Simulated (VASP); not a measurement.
# Bi: molecular dynamics with a thermostat

Bi, R-3m (no. 166), 12 atoms in the cell. PBE, molecular dynamics; PAW potentials Bi (PBE set).

Ensemble: NVT; Target temperature (K): 1000.

## Input

INCAR:
```
SYSTEM = Bi
GGA = PE
PREC = Normal
ENCUT = 200
EDIFF = 1E-5
NELMIN = 4
NELM = 60
ALGO = Fast
LREAL = Auto
LASPH = .True.
ISMEAR = -1
SIGMA = 0.05
ISYM = 0
LWAVE = .False.
LCHARG = .False.
IBRION = 0
NSW = 80
POTIM = 4.0
TEBEG = 1000
TEEND = 1000
ISIF = 2
MDALGO = 1
ANDERSEN_PROB = 0.05
RANDOM_SEED = 467753 0 0
KPAR = 2
```

KPOINTS:
```
k-points
0
Gamma
  3 2 1
```

POSCAR:
```
Bi
1.0
    4.5350000000      0.0000000000      0.0000000000
    0.0000000000      7.8548504124      0.0000000000
    0.0000000000      0.0000000000     11.8140000000
Bi
12
Direct
    0.0000000000      0.0000000000      0.7660000000
    0.5000000000      0.5000000000      0.7660000000
    0.0000000000      0.3333333334      0.9006666667
    0.4999999999      0.8333333334      0.9006666667
    0.5000000000      0.1666666666      0.0993333333
    0.0000000001      0.6666666666      0.0993333333
    0.0000000000      0.0000000000      0.2340000000
    0.5000000000      0.5000000000      0.2340000000
    0.0000000000      0.3333333334      0.4326666667
    0.4999999999      0.8333333334      0.4326666667
    0.5000000000      0.1666666666      0.5673333333
    0.0000000001      0.6666666666      0.5673333333
```

Commands:
```
cat potpaw_PBE.64/Bi/POTCAR > POTCAR
mpirun -np 2 vasp_std > vasp.out
```

## Result

- Mean temperature (K): 730
- Rise of the mean potential energy above the start (meV/atom): 78.6
- Electronic steps per ionic step after the first: 4.5

Course of the run:

| Time (fs) | Temperature (K) | Potential energy less the first (meV/atom) |
|---|---|---|
| 4 | 1000 | 0.0 |
| 28 | 1137 | 16.3 |
| 52 | 717 | 57.2 |
| 76 | 584 | 99.2 |
| 100 | 450 | 120.9 |
| 124 | 808 | 97.2 |
| 148 | 837 | 77.6 |
| 176 | 554 | 77.4 |
| 200 | 506 | 73.5 |
| 224 | 811 | 72.3 |
| 248 | 797 | 81.5 |
| 272 | 718 | 101.6 |
| 296 | 753 | 103.0 |
| 320 | 810 | 97.2 |

REPORT:
```
MDALGO =   1
         ANDERSEN_PROB =  0.05000000
               SCALING =       0
                 CNEXP =     9.000   14.000
           RANDOM_SEED =            467753                0                0

   original number of atomic DOF:         33
   number of independent constraints:      0
   number of active DOF:                  33

========================================
         MD step No.       1
========================================

  Atomic velocities initialized by STEP_tb

  >Energies
                    E_tot             E_pot             E_kin               EPS                ES
   e_b>   -0.45507710E+02   -0.46929587E+02    0.14218772E+01    0.00000000E+00    0.00000000E+00

  >Temperature
               T_sim     T_inst
   tmprt>   1000.000   1000.006

  >Thermostat, num. of collisions:                0

           RANDOM_SEED =            467753              150                0

[... steps left out ...]

========================================
         MD step No.      80
========================================

  >Energies
                    E_tot             E_pot             E_kin               EPS                ES
   e_b>   -0.44611245E+02   -0.45763399E+02    0.11521536E+01    0.00000000E+00    0.00000000E+00

  >Temperature
               T_sim     T_inst
   tmprt>   1000.000    810.309

  >Thermostat, num. of collisions:                1

           RANDOM_SEED =            467753             7260                0
```

OSZICAR:
```
N       E                     dE             d eps       ncg     rms          rms(c)
DAV:   1     0.177589571433E+03    0.17759E+03   -0.11825E+04   296   0.587E+02
DAV:   2    -0.271322171146E+02   -0.20472E+03   -0.20012E+03   374   0.130E+02
DAV:   3    -0.460165884933E+02   -0.18884E+02   -0.18470E+02   360   0.437E+01
DAV:   4    -0.469910469375E+02   -0.97446E+00   -0.97176E+00   411   0.106E+01
DAV:   5    -0.470076813702E+02   -0.16634E-01   -0.16609E-01   387   0.136E+00    0.646E+00
RMM:   6    -0.469540591085E+02    0.53622E-01   -0.28225E-02   306   0.752E-01    0.383E+00
RMM:   7    -0.469269522715E+02    0.27107E-01   -0.76018E-02   306   0.122E+00    0.226E-01
RMM:   8    -0.469294134889E+02   -0.24612E-02   -0.16086E-02   340   0.486E-01    0.116E-01
RMM:   9    -0.469296587886E+02   -0.24530E-03   -0.27347E-03   357   0.182E-01    0.839E-02
RMM:  10    -0.469296211066E+02    0.37682E-04   -0.24330E-04   321   0.561E-02    0.424E-02
RMM:  11    -0.469295782824E+02    0.42824E-04   -0.65345E-05   271   0.280E-02    0.151E-02
RMM:  12    -0.469295873134E+02   -0.90310E-05   -0.11166E-05   176   0.129E-02
[... left out ...]
     77 T=   715. E= -.44691437E+02 F= -.45708537E+02 E0= -.45708292E+02  EK= 0.10171E+01 SP= 0.00E+00 SK= 0.00E+00
     79 T=   807. E= -.44595840E+02 F= -.45742909E+02 E0= -.45742594E+02  EK= 0.11471E+01 SP= 0.00E+00 SK= 0.00E+00
[... last step whole ...]
       N       E                     dE             d eps       ncg     rms          rms(c)
DAV:   1    -0.457631777246E+02   -0.20264E-01   -0.50138E-03   440   0.138E+00    0.216E-02
RMM:   2    -0.457633793458E+02   -0.20162E-03   -0.24810E-03   296   0.158E-01    0.882E-03
RMM:   3    -0.457633981528E+02   -0.18807E-04   -0.23363E-04   302   0.538E-02    0.725E-03
RMM:   4    -0.457633990198E+02   -0.86696E-06   -0.50814E-05   231   0.222E-02
     80 T=   810. E= -.44611245E+02 F= -.45763399E+02 E0= -.45763045E+02  EK= 0.11522E+01 SP= 0.00E+00 SK= 0.00E+00
```

Limits: 320 fs of 12 atoms are too short for converged averages; the cell is only 4.5 Å across, so each atom moves in step with near copies of itself.

VASP 6.6.1 took 384 s on 2 cores (AMD EPYC 9R14 (Zen 4)), a shared host.
